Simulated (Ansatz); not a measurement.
## TiTe2 under changes of volume

One of the cells (26.760 Å³/atom); the others are scaled copies at fixed shape and fractional positions:

```
CELL_PARAMETERS angstrom
3.77700 0.00000 0.00000
-1.88850 3.27098 0.00000
0.00000 0.00000 6.49800
ATOMIC_POSITIONS crystal
Te 0.33333 0.66667 0.73720
Te 0.66667 0.33333 0.26280
Ti 0.00000 0.00000 0.00000
```

```yaml
Program: Ansatz 0.2.0
Functional: PBEsol
Potentials_or_basis: all-electron LAPW, scalar-relativistic
Cutoff: 221 eV (chosen from the basis error)
Basis_error_allowed: 0.002 eV/atom
k_mesh: 8 × 8 × 4
Occupations: fermi-dirac, width 0.05 eV
Spin: no spin polarisation
```

| volume (Å³/atom) | energy over the lowest point (meV/atom) | pressure (GPa) | largest force (eV/Å) |
| --- | --- | --- | --- |
| 25.154 | ? | ? | ? |
| 25.689 | 0.00 | 0.4 | 0.227 |
| 26.225 | 1.12 | -1.0 | 0.043 |
| 26.760 | 6.67 | -2.3 | 0.129 |
| 27.295 | 16.24 | -3.4 | 0.289 |
| 27.830 | 29.35 | -4.4 | 0.439 |
| 28.365 | 45.75 | -5.3 | 0.578 |

Task: What does the run at 25.154 Å³/atom give?

Result: Energy over the lowest point 3.83 meV/atom; pressure 2.0 GPa; largest force 0.424 eV/Å.

Worked out: A Birch-Murnaghan fit of order 3 (a polynomial in V^(-2/3)) to the other rows has its minimum at 25.83 Å³/atom with B0 = V·E''(V) = 69 GPa and B' = 4.1 at fixed shape and positions, which overstates the stiffness. It gives 3.80 meV/atom at 25.154 Å³/atom, against the run's 3.83, and -dE/dV = 1.9 GPa, against 2.0.

Energies are extrapolated to zero smearing.

Caveats: this functional lacks dispersion, which binds the layers, so the pressure and a relaxed spacing across them are unreliable.
